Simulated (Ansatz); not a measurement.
Consider RuO$_{2}$ in the rutile structure (space group P4_2/mnm, No. 136; a = 4.523 Å, c = 3.119 Å). Axes: x, y, z lie along a, b, c of the conventional cell.

The values are results of plane-wave PAW DFT at the PBE level (Ansatz, a first-principles code, 420 eV), no spin-orbit coupling, not measurements.

Strains are applied to the cell and any free atomic positions relax.

One change was made to it. Results:

The energy grows by 6.2 meV/atom; the pressure (mean of the normal stresses, compression positive) goes from zero to -6.6 GPa; the band gap remains zero.

### Question
Which of these changes matches the shifts?
A. uniaxial strain ε_yy = +1.33 %
B. isotropic strain +0.91 %
C. strain tensor (xx, yy, zz, yz, xz, xy) = (+0.08, −1.96, −0.21, −0.66, −0.11, +1.36) %

### Answer
B, isotropic strain +0.91 %. For comparison, the energy relative to the base in the other runs: strain tensor (xx, yy, zz, yz, xz, xy) = (+0.08, −1.96, −0.21, −0.66, −0.11, +1.36) % gives +11 meV/atom; uniaxial strain ε_yy = +1.33 % gives +1.7 meV/atom.

Without a gap, meshes like the base's 10×10×15 leave anisotropic stresses uncertain by several tenths of a GPa, and small strain energies with them. No phonon test of stability was made. No Hubbard U is applied, and correlation can decide whether such a compound is a metal. All final runs are without spin polarisation.
